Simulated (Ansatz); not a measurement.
Input of an Ansatz 0.2.0 run:

input.yaml

```yaml
crystal:
  lattice:
    - [2.7058, 0.0, 0.0]
    - [-1.3529, 2.3432915376, 0.0]
    - [0.0, 0.0, 4.2819]
  atoms:
    - { symbol: Ru, position: [0.6666666667, 0.3333333333, 0.75] }
    - { symbol: Ru, position: [0.3333333333, 0.6666666667, 0.25] }
kpoints:
  mp_grid: { grid: [11, 11, 6] }
scf:
  occupations: { method: fermi_dirac, width: 0.05 }
hamiltonian:
  xc: blyp
  dispersion: d3bj
  pseudopotentials: { kind: all_electron, lapw: { basis_error: 0.001 } }
output:
  forces: true
  stress: true
relax:
  f_tol: 0.01
  max_steps: 60
  cell: {}
```

Potentials or basis: all-electron LAPW, scalar-relativistic.

Launch:

```bash
$ ansatz run input.yaml --threads 1 --pin off --max-ram 3072MiB --backend cpu --events-out ev --progress --plain --runs-dir out
```

Q: Predict the space group after relaxing (to 0.05 Å).

A: P6_3/mmc (No. 194).

Q: What does it give for the relaxed cell?

A: a = 2.709 Å, b = 2.709 Å, c = 4.285 Å, α = 90.00°, β = 90.00°, γ = 120.00°.

The path:
| step | energy change (eV) | largest force (eV/Å) | volume (Å³) |
| --- | --- | --- | --- |
| 1 | 0.0000 | 0.0000 | 27.15 |
| 2 | -0.0002 | 0.0000 | 27.23 |
| 3 | -0.0002 | 0.0000 | 27.23 |
